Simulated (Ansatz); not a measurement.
# TiAl2: how settings move the results

The task, for TiAl2: see how the k-point mesh moves the results.

Computed with Ansatz 0.2.0 (DFT PBEsol, scalar-relativistic, plane waves, PAW, unless a step's input says otherwise).

4 further runs of the same task are left out: 3 for a known fault of the program, 1 set aside as unsound or not needed. Runs told in other sessions of the task aren't counted.

### Step 1. The starting structure

The structure is orthorhombic, space group Cmmm (No. 65). Conventional cell: a = 3.959 Å, b = 12.094 Å, c = 4.032 Å, α = 90.00°, β = 90.00°, γ = 90.00°. Ti (site symmetry m2m) is surrounded by 10 Al at 2.68 to 2.92 Å. Al (site symmetry mmm) is surrounded by 4 Ti at 2.68 Å and 8 Al at 2.83 to 2.93 Å. Around Al (site symmetry m2m) lie 6 Al at 2.67 to 2.93 Å and 6 Ti at 2.84 to 2.92 Å. Al (site symmetry mmm) is surrounded by 4 Ti at 2.70 Å and 8 Al at 2.83 to 2.91 Å.

Coordinates:

```
CELL_PARAMETERS angstrom
1.97955 -6.04720 0.00000
1.97955 6.04720 0.00000
0.00000 0.00000 4.03150
ATOMIC_POSITIONS crystal
Ti 0.64900 0.35100 0.00000
Ti 0.35100 0.64900 0.00000
Al 0.00000 0.00000 0.00000
Al 0.82400 0.17600 0.50000
Al 0.17600 0.82400 0.50000
Al 0.50000 0.50000 0.50000
```

Source of the structure: the Crystallography Open Database. It is taken as it stands there.

### Step 2. The base input

input.yaml

```yaml
crystal:
  lattice:
    - [1.97955, -6.0472, 0.0]
    - [1.97955, 6.0472, 0.0]
    - [0.0, 0.0, 4.0315]
  atoms:
    - { symbol: Ti, position: [0.649, 0.351, 0.0] }
    - { symbol: Ti, position: [0.351, 0.649, 0.0] }
    - { symbol: Al, position: [0.0, 0.0, 0.0] }
    - { symbol: Al, position: [0.824, 0.176, 0.5] }
    - { symbol: Al, position: [0.176, 0.824, 0.5] }
    - { symbol: Al, position: [0.5, 0.5, 0.5] }
basis:
  ecutwfc: 420
kpoints:
  mp_grid: { grid: [10, 10, 10] }
hamiltonian:
  xc: pbesol
scf:
  occupations: { method: gaussian, width: 0.1 }
output:
  forces: true
  stress: true
  eigenvalues: true
  populations: true
```

It was run beforehand and gave: -1174.7459 eV/atom at zero smearing, pressure -2.81 GPa, largest force 0.859 eV/Å, no gap on the mesh, in 6 SCF cycles and 23 s.

### Step 3. K-point mesh: 1×1×1

input.yaml

```yaml
crystal:
  lattice:
    - [1.97955, -6.0472, 0.0]
    - [1.97955, 6.0472, 0.0]
    - [0.0, 0.0, 4.0315]
  atoms:
    - { symbol: Ti, position: [0.649, 0.351, 0.0] }
    - { symbol: Ti, position: [0.351, 0.649, 0.0] }
    - { symbol: Al, position: [0.0, 0.0, 0.0] }
    - { symbol: Al, position: [0.824, 0.176, 0.5] }
    - { symbol: Al, position: [0.176, 0.824, 0.5] }
    - { symbol: Al, position: [0.5, 0.5, 0.5] }
basis:
  ecutwfc: 420
kpoints:
  mp_grid: { grid: [1, 1, 1] }
hamiltonian:
  xc: pbesol
scf:
  occupations: { method: gaussian, width: 0.1 }
output:
  forces: true
  stress: true
  eigenvalues: true
```

Started as:

```bash
> ansatz run input.yaml --threads 1 --pin off --max-ram 2560MiB --backend cpu --events-out ev --progress --plain --runs-dir out
```

### Step 4. K-point mesh: 2×2×2

input.yaml: that of step 3 with these lines changed.

```diff
@@ -15,3 +15,3 @@
 kpoints:
-  mp_grid: { grid: [1, 1, 1] }
+  mp_grid: { grid: [2, 2, 2] }
 hamiltonian:
```

### Step 5. K-point mesh: 4×4×4

input.yaml: that of step 4 with these lines changed.

```diff
@@ -15,3 +15,3 @@
 kpoints:
-  mp_grid: { grid: [2, 2, 2] }
+  mp_grid: { grid: [4, 4, 4] }
 hamiltonian:
```

### Step 6. K-point mesh set to 6×6×6

input.yaml: that of step 5 with these lines changed.

```diff
@@ -15,3 +15,3 @@
 kpoints:
-  mp_grid: { grid: [4, 4, 4] }
+  mp_grid: { grid: [6, 6, 6] }
 hamiltonian:
```

### Step 7. K-point mesh: 8×8×6

input.yaml: that of step 6 with these lines changed.

```diff
@@ -15,3 +15,3 @@
 kpoints:
-  mp_grid: { grid: [6, 6, 6] }
+  mp_grid: { grid: [8, 8, 6] }
 hamiltonian:
```

### Step 8. K-point mesh: 8×8×8

input.yaml: that of step 7 with these lines changed.

```diff
@@ -15,3 +15,3 @@
 kpoints:
-  mp_grid: { grid: [8, 8, 6] }
+  mp_grid: { grid: [8, 8, 8] }
 hamiltonian:
```

### Step 9. K-point mesh: 10×10×8

input.yaml: that of step 8 with these lines changed.

```diff
@@ -15,3 +15,3 @@
 kpoints:
-  mp_grid: { grid: [8, 8, 8] }
+  mp_grid: { grid: [10, 10, 8] }
 hamiltonian:
```

### Step 10. K-point mesh set to 12×12×12

input.yaml: that of step 9 with these lines changed.

```diff
@@ -15,3 +15,3 @@
 kpoints:
-  mp_grid: { grid: [10, 10, 8] }
+  mp_grid: { grid: [12, 12, 12] }
 hamiltonian:
```

### Step 11. K-point mesh: 14×14×14

input.yaml: that of step 10 with these lines changed.

```diff
@@ -15,3 +15,3 @@
 kpoints:
-  mp_grid: { grid: [12, 12, 12] }
+  mp_grid: { grid: [14, 14, 14] }
 hamiltonian:
@@ -24 +24,5 @@
   eigenvalues: true
+  write_density: true
+  write_potential: true
+  elf: true
+  volumetric_format: npy
```

### Step 12. K-point mesh set to 16×16×16

input.yaml: that of step 11 with these lines changed.

```diff
@@ -15,3 +15,3 @@
 kpoints:
-  mp_grid: { grid: [14, 14, 14] }
+  mp_grid: { grid: [16, 16, 16] }
 hamiltonian:
@@ -24,5 +24 @@
   eigenvalues: true
-  write_density: true
-  write_potential: true
-  elf: true
-  volumetric_format: npy
```

(Steps that only read results are left out.)

Q: Predict the outcome of the series: the values and the trend.

**Answer**, as computed:

| quantity | value |
| --- | --- |
| k-point mesh: within 10 and 1 meV/atom of 16×16×16 from | 4×4×4 for 10; 8×8×6 for 1 |

What this shows: For the k-point mesh, the energy stays within 1 meV/atom of the reference from 8×8×6 on, at about 0.14 of the reference's time. That is measured against the best run here, which may itself be short of the limit. The gaps on the coarsest meshes are artefacts of sampling: the crystal is a metal on the dense ones. The error changes sign along the series, since a k mesh isn't variational, and a metal needs dense meshes to resolve its Fermi surface. Forces stay within 0.01 eV/Å of the reference from 8×8×8 on. The listed cell is far from this method's equilibrium (-2.8 GPa, forces up to 0.86 eV/Å), so its values are not those of the relaxed crystal.
